How stiff is silicon carbide when plain LDA is used? The table holds density-functional calculations with ABINIT and Quantum ESPRESSO. Its other functionals allow a forecast, provided one knows why they disagree. The bulk modulus B is the resistance to uniform compression, and each row gives it at the volume where that functional's own crystal is at rest.

Kohn-Sham DFT for SiC (F-43m, two-atom cell, listed at 10.35 Å³/atom) with ABINIT 10.8.3 and Quantum ESPRESSO 7.5, without spin polarization or spin-orbit coupling; Fermi-Dirac smearing 0.05 eV. Each bulk modulus is fitted to energies at seven volumes, 9.73 to 10.97 Å³/atom; the last column compares it with a measured 225 GPa (quoted in pmc:9505936).

| program | functional | how the value is got | potentials or basis | wave cutoff (eV) | k-mesh | computed bulk modulus (GPa) | computed over measured, less one (%) |
| --- | --- | --- | --- | --- | --- | --- | --- |
| ABINIT 10.8.3 (1) | rPW86PBE | fit, rest volume 10.70 Å³/atom | JTH PAW PBE v2.0 | 544 | 10x10x10 | 199.9 | -11.2 |
| ABINIT 10.8.3 (2) | PBE | fit, rest volume 10.51 Å³/atom | SG15 NC PBE v1.2 | 1116 | 10x10x10 | 210.9 | -6.3 |
| ABINIT 10.8.3 (3) | PBE | fit, rest volume 10.50 Å³/atom | PseudoDojo NC SR PBE v0.5 standard | 1116 | 10x10x10 | 211.6 | -6.0 |
| ABINIT 10.8.3 (4) | PBE | fit, rest volume 10.50 Å³/atom | PseudoDojo NC SR PBE v0.5 stringent | 1116 | 10x10x10 | 211.6 | -6.0 |
| ABINIT 10.8.3 (5) | HCTH407 | fit, rest volume 10.27 Å³/atom | PseudoDojo NC SR PBE v0.4.1 standard | 1116 | 10x10x10 | 214.5 | -4.7 |
| ABINIT 10.8.3 (6) | PBE+D2 | fit, rest volume 10.31 Å³/atom | JTH PAW PBE v2.0 | 544 | 10x10x10 | 218.5 | -2.9 |
| ABINIT 10.8.3 (7) | PBEsol | fit, rest volume 10.34 Å³/atom | PseudoDojo NC SR PBEsol v0.4.1 standard | 1116 | 10x10x10 | 220.5 | -2.0 |
| Quantum ESPRESSO 7.5 | PBEsol | fit, rest volume 10.34 Å³/atom | GBRV 1.5 PBEsol | 612 | 10x10x10 | 221.4 | -1.6 |
| ABINIT 10.8.3 (8) | LDA-Teter | fit, rest volume 10.12 Å³/atom | PseudoDojo NC SR LDA v0.4.1 standard | 1116 | 10x10x10 | 227.7 | 1.2 |
| ABINIT 10.8.3 (9) | LDA | fit, rest volume 10.12 Å³/atom | PseudoDojo NC SR LDA v0.4 stringent | 1116 | 10x10x10 | ? | ? |

**From rPW86PBE to PBE.** The first row is the softest and has the largest rest volume. The three PBE rows are 11 to 12 GPa stiffer and more compact. Two of them are identical in every computed energy and count as one result; changing to the SG15 potentials moves B by only 0.7 GPa. The first row also uses another set of potentials, made for PBE, and a lower cutoff, so its distance from the PBE rows need not come from the functional alone. The small spread within PBE suggests that the functional matters most, though no plain PBE row tests the first row's potentials and cutoff.

Stretching a given crystal makes its bonds longer and weaker, and the crystal easier to squeeze. Along one energy curve, B falls roughly as V^(−B′), where V is the volume and B′, the rate at which B rises with pressure, is about 3.9 here. For PBE, the listed cell is 1.5% smaller than the rest volume. Compressing the crystal to that cell therefore stiffens it by about 3.9 × 1.5% ≈ 6%, from 211.6 to about 224 GPa.

**HCTH407 and PBE+D2.** These two rows warn against reading B from volume alone. HCTH407 gives a smaller crystal than PBEsol, yet a softer one. It is an empirically fitted functional, run here on potentials made for PBE, and the table cannot tell which of the two causes the softness. PBE+D2 is likewise smaller and softer than PBEsol. It adds an attraction between atoms, which is known to contract solids, but its potentials and cutoff also differ from those of the plain PBE rows.

**From PBEsol to LDA-Teter.** The two PBEsol rows come from different programs and potentials, yet differ by only 0.9 GPa. LDA-Teter is the most compact of the known rows and the stiffest. Apart from HCTH407 and PBE+D2, the known rows keep one order: the larger the rest volume, the smaller B.

A neighbouring series, with every functional held at the listed cell, would look quite different. There LDA-Teter would have only about 209 GPa, PBEsol about 220 and PBE about 224. The stiffest crystal at rest becomes softer than both.

The reversal shows that PBE does more than enlarge the crystal. Its gradient correction favours uneven electron densities, and so more widely separated atoms; it acts like an extra outward pressure. Relative to LDA-Teter this pressure is 9.0 GPa at the smallest computed volume and 7.2 GPa at the largest. (ABINIT's pressures at a fixed basis lie slightly under the slope of the energies, but this offset nearly cancels in the difference of the two rows.) A push that weakens on expansion and grows on compression makes the crystal stiffer at any fixed volume.

The same push also moves the crystal out to a softer part of its curve. From LDA-Teter to PBE, the first effect, taken at the listed cell, adds 15 GPa and the second removes 31 GPa, which leaves PBE 16 GPa softer. The potentials change along with the functional, so this split is not purely one of functionals. Silicon and diamond follow the same familiar pattern: PBE gives larger and softer crystals than LDA.

PBE+D2 shows the push in reverse. Its pressure lies below that of plain PBE by 4.7 GPa at the smallest volume and 3.6 GPa at the largest, as expected of an attraction that strengthens on compression. The crystal contracts, yet at the listed cell it is softer than with PBE, about 215 GPa against 224. Here too the potentials differ.

**The last row.** LDA and LDA-Teter are two formulas for the same electron-gas energy, and both rows show a rest volume of 10.12 Å³/atom. The forecast for LDA is therefore the LDA-Teter value, 227.7 GPa, slightly above the measured one. The error bar of ±1 GPa is the spread between runs with the same functional, rounded up.

A cruder forecast comes from a straight line of B against rest volume, fitted to the six independent known rows without HCTH407 and PBE+D2. It gives about 230 GPa. It deserves less trust, because it treats different functionals as points on one curve.

The withheld rows as computed:

| program | functional | how the value is got | potentials or basis | wave cutoff (eV) | k-mesh | computed bulk modulus (GPa) | computed over measured, less one (%) |
| --- | --- | --- | --- | --- | --- | --- | --- |
| ABINIT 10.8.3 (9) | LDA | fit, rest volume 10.12 Å³/atom | PseudoDojo NC SR LDA v0.4 stringent | 1116 | 10x10x10 | 228.2 | 1.4 |

The computed value is 228.2 GPa. The forecast is 0.5 GPa too low, inside its error bar. The rest volumes, equal as printed, account for the miss: with more digits, LDA's is 0.07% smaller, which with a B′ of about 3.9 is worth some 0.6 GPa. The two rows differ in formula and in potential set, and the table cannot say which of them shrinks the crystal. The straight line is 2.0 GPa too high; it had already overshot LDA-Teter by about as much, although that row was part of the fit. The printed analysis below gives the fit and the comparison at the listed cell.

**Against the measurement.** LDA's close agreement does not make it the best description of this crystal. LDA-Teter, its near twin, reaches its B at a volume 2.1% below the listed cell, which is close to the measured one, and at that cell it would be about 7% too soft. Too small a volume makes up for too soft a curve. PBEsol comes within 2% of the measured B with a rest volume almost equal to that of the listed cell.

The measured value also contains thermal and zero-point motion, which normally soften a crystal and are absent from the calculations. Removing them would raise the reference, widening PBE's shortfall and reducing, perhaps even reversing, LDA's small excess. With a single measured value, differences of a few percent cannot rank the functionals. For practical work, a computed B should be read together with its rest volume: a good stiffness at the wrong volume may not carry over to another property.

The analysis program printed:

```
Bulk modulus at own rest volume and at the listed cell:
                   row  rest volume A^3/atom  B at rest GPa  B at listed cell GPa
     ABINIT 10.8.3 (1)                  10.7          199.9                 226.9
     ABINIT 10.8.3 (2)                 10.51          210.9                 224.5
     ABINIT 10.8.3 (3)                  10.5          211.6                 224.5
     ABINIT 10.8.3 (4)                  10.5          211.6                 224.5
     ABINIT 10.8.3 (5)                 10.27          214.5                 208.6
     ABINIT 10.8.3 (6)                 10.31          218.5                 215.1
     ABINIT 10.8.3 (7)                 10.34          220.5                 220.2
  Quantum ESPRESSO 7.5                 10.34          221.4                 220.9
     ABINIT 10.8.3 (8)                 10.12          227.7                 209.4
     ABINIT 10.8.3 (9)                 10.12          228.2                 209.5
Spread of PBE between SG15 and PseudoDojo potentials, GPa: 0.7
Spread of PBEsol between the two programs, GPa: 0.9
Difference LDA-Teter less rPW86PBE, GPa: 27.8
PBE less LDA-Teter, each at rest, GPa: -16.1
part of it at fixed volume (listed cell), GPa: 15.01
part of it from the different rest volumes, GPa: -31.11
Extra pressure of PBE over LDA-Teter at 9.73 A^3/atom, GPa: 9.032
Extra pressure of PBE over LDA-Teter at 10.97 A^3/atom, GPa: 7.201
LDA-Teter rest volume against the listed cell, %: -2.138
fit of y on 6 rows (keep > 0): constant 732.1 +/- 45, coefficient of v0 -49.59 +/- 4.3; rms 1.54, worst ABINIT 10.8.3 (8) 2.3, leave-one-out rms 3.19
  rows outside the fit (model, value, miss): ABINIT 10.8.3 (4) 211.2, 211.6, -0.403; ABINIT 10.8.3 (5) 222.6, 214.5, 8.12; ABINIT 10.8.3 (6) 221, 218.5, 2.52; ABINIT 10.8.3 (9) 230.2, 228.2, 2.03
Forecast for LDA from its twin LDA-Teter, GPa: 227.7
Error bar of this forecast (same-functional spread, rounded up), GPa: 1
Forecast over measured, less one, %: 1.2
Computed value for LDA, GPa: 228.2
Miss of the twin forecast (forecast less computed), GPa: -0.5
```
